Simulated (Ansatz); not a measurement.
input.yaml (Ansatz)

```yaml
crystal:
  lattice:
    - [-1.1539685228, 1.1539685228, 1.1539685228]
    - [1.1539685228, -1.1539685228, 1.1539685228]
    - [1.1539685228, 1.1539685228, -1.1539685228]
  atoms:
    - { symbol: B, position: [0.0, 0.0, 0.0] }
hamiltonian:
  xc: pbe
  pseudopotentials:
    kind: paw_fr
    azcp:
      B: "pseudopotentials/B.paw.azcp"
basis:
  ecutwfc: 420
  fft_grid_basis: typed
kpoints:
  mp_grid: { grid: [19, 19, 19], shift: [0, 0, 0] }
magnetization:
  noncollinear: true
  spin_orbit: true
scf:
  occupations: { method: fermi_dirac, width: 0.1 }
```

and its output:

```
Engine: ansatz 0.2.0, x86_64-unknown-linux-gnu
Pseudopotentials: kind: paw_fr
Pseudopotential: B, paw_fr, valence charge 3, recommended cutoff 420 eV (normal) 
Functional definition: PBE
  parameter kappa = 0.804
  parameter beta = 0.06672455060314922
  exchange = pbe_x(kappa = kappa, mu = beta*pi^2/3)
  correlation = pbe_c(beta = beta)
non-collinear run that drives no moment, with spin-orbit: no starting moment large enough to seed its density (crystal.atoms[].spin), no starting occupations that ask for one, no magnetisation constraint and no magnetic field, so the semilocal B_xc is pinned to zero
Crystal: 1 atoms, lattice volume = 6.147 Å³
Basis set: ecut = 420 eV, 135 PW (Γ)
Bands: 12, of which v1, the nominal top of the filled ones, is band 3 counted from 1 (2 counted from 0)
Symmetry: 48 space group operations + 48 with time reversal
Magnetic group: BNS 229.141 (UNI 1643), of the structure as read, at distance tolerance 1.8e-5 Å
k-points: 220 of 6859
Projection manifold: j_resolved (fully-relativistic pseudo-atomic orbitals)
Non-local potential: B, projectors of the file, l = 0: 2, l = 1: 4, l = 2: 2
PAW form: soft (Blöchl's): semilocal exchange-correlation on the pseudo side does not see the compensation charge
PAW one-centre angular grid: B, 110 points (default); XC on 64 Gauss nodes
Initial density: superposition of atomic densities (chi_scale 0.1, normalization cell)
Initial wavefunctions: pseudopotential atomic-orbital guess
Functional: x = pbe(κ = 0.804, μ = 0.2195149727645171), c = pbe(β = 0.06672455060314922)
SCF iter   1: F=—  HF=-154.211327 eV  |F-HF|=—  |Δ(HF+E_count)|=         —  Δρ=1.66e-2  dr2=6.76e-3  dr2_m=0.00e0 (ungated)  ethr=3.10e-3  |M|=0.00e0 ∫|m|=0.00e0 μB  |m|>n=0.0e0 m-floor=0.0e0 τ_xc=0.0e0  β_m=0.30  ⟨swp⟩=4.9  Hψ=7458  notcnv=0  defer=18
SCF iter   2: F=—  HF=-154.206363 eV  |F-HF|=—  |Δ(HF+E_count)|=   4.96e-3  Δρ=1.16e-2  dr2=3.31e-3  dr2_m=0.00e0 (ungated)  ethr=2.25e-4  |M|=0.00e0 ∫|m|=0.00e0 μB  |m|>n=0.0e0 m-floor=0.0e0 τ_xc=0.0e0  β_m=0.65  ⟨swp⟩=1.0  Hψ=2200  notcnv=0  defer=92
SCF iter   3: F=—  HF=-154.201927 eV  |F-HF|=—  |Δ(HF+E_count)|=   4.44e-3  Δρ=1.62e-4  dr2=6.73e-7  dr2_m=0.00e0 (ungated)  ethr=1.10e-4  |M|=0.00e0 ∫|m|=0.00e0 μB  |m|>n=0.0e0 m-floor=0.0e0 τ_xc=0.0e0  β_m=0.82  ⟨swp⟩=1.0  Hψ=963  notcnv=0  defer=92
SCF iter   4: F=—  HF=-154.201927 eV  |F-HF|=—  |Δ(HF+E_count)|=   4.96e-7  Δρ=2.56e-5  dr2=8.11e-9  dr2_m=0.00e0 (ungated)  ethr=3.33e-9  |M|=0.00e0 ∫|m|=0.00e0 μB  |m|>n=0.0e0 m-floor=0.0e0 τ_xc=0.0e0  β_m=0.86  ⟨swp⟩=2.0  Hψ=2094  notcnv=0
SCF iter   5: F=-154.201927 eV  HF=-154.201927 eV  |F-HF|=9.31e-11  |Δ(HF+E_count)|=   1.03e-8  Δρ=2.59e-6  dr2=8.19e-11  dr2_m=0.00e0 (ungated)  ethr=2.70e-10  |M|=0.00e0 ∫|m|=0.00e0 μB  |m|>n=0.0e0 m-floor=0.0e0 τ_xc=0.0e0  ⟨swp⟩=1.0  Hψ=3082  notcnv=0
SCF 1 converged in 5 iterations: F = -154.201927 eV  dr2 = 8.19e-11
SCF converged after 5 iterations
Magnetization: |M| = 0.0000 μB,  M = (+0.0000, +0.0000, +0.0000) μB
Absolute magnetization: 0.0000 μB (∫|m|)
  site 0: m = (+0.0000, +0.0000, +0.0000) μB, |m| = 0.0000 μB  (R = 0.82 Å)
Free energy (F): -154.201927 eV
Harris-Foulkes:  -154.201927 eV  (|F-HF|=9.31e-11)
Internal energy: -154.193162 eV  (E = F + TS)
E sigma→0 (E₀):  -154.197545 eV
Entropy (-TS):   -0.008765 eV (-8.765 meV/atom)
Fermi energy:    13.713309 eV
--- Per-component energies (eV) ---
  E_band       = 18.021408
  E_kinetic    = 47.479905
  E_local      = -0.936756  (includes V_loc(G=0)·N_el)
  E_nonlocal   = 11.724370
  E_hartree    = 0.211071
  E_xc         = -32.142403
  E_vxc        = -38.225523  (∫ρ·V_xc dr)
  E_paw        = -78.353023  (= ΣΔE_a)
  E_vpaw       = -2.442722  (= ΣTr[D̂ρ^β])
  E_aug_tail   = -0.000002  (compensation charges beyond the density's cutoff)
  E_ewald      = -102.176323
  E_smearing   = -0.008765  (= −TS)
  E_closure    = 0.000000  (closes the sum)
  Σ components = -154.201927   (vs F -154.201927, Δ=0.00e0)
```
